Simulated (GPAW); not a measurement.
Runs of GPAW 26.7.0 on SrVO3. Symmetry: Pm-3m, No. 221, cubic system. Conventional cell: a = 3.841 Å, b = 3.841 Å, c = 3.841 Å, α = 90.00°, β = 90.00°, γ = 90.00°. Around Sr (site symmetry m-3m) lie 12 O at 2.72 Å. V (site symmetry m-3m) is surrounded by 6 O at 1.92 Å. O (site symmetry 4/mmm) has 2 V at 1.92 Å as nearest neighbours. 

| task | level | potentials or basis | spin | cutoff (eV) | band path | band points | spin axis theta (degrees) | spin axis phi (degrees) | soc after scf | grid spacing | moment (μB) | V0 of scaled cells (Å³/atom) | B0 (GPa) |
| --- | --- | --- | --- | --- | --- | --- | --- | --- | --- | --- | --- | --- | --- |
| equation of state | PBE+D4 | GPAW PAW data sets (gpaw-data 1.2.1), pw | collinear, ferromagnetic start | 800 | - | - | - | - | - | - | - | 11.47 | 182 |
| band structure | vdW-DF2 | GPAW PAW data sets (gpaw-data 1.2.1), pw | collinear, ferromagnetic start, SOC | 800 | GXMGRX,MR | 100 | 90 | 45 | second variation | - | 0.76 | - | - |
| equation of state | PBE | PAW data sets generated in the run's folder for this functional, pw | collinear, ferromagnetic start | 800 | - | - | - | - | - | - | - | (a) | 176 |
| band structure | PBE | GPAW PAW data sets (gpaw-data 1.2.1), fd | collinear, ferromagnetic start | - | GXMGRX,MR | 80 | - | - | - | 0.2 Å | 0.76 | - | - |
| band structure | AM05 | PAW data sets generated in the run's folder for this functional, pw | collinear, ferromagnetic start, SOC | 800 | GXMGRX,MR | 60 | 90 | 45 | second variation | - | (b) | - | - |

Alike in all rows: cell as given; k mesh 5 × 5 × 5; smearing fermi-dirac 0.05 eV.

Task: Fill in the values left out.

Result: (a) 11.66; (b) 0.75.

Caveats: spin-orbit coupling was added after a scalar SCF, so levels and gaps hold it while energy, forces, pressure and moments don't (some runs); the PAW data sets were made with another functional, which shifts forces and pressure a little (some runs).
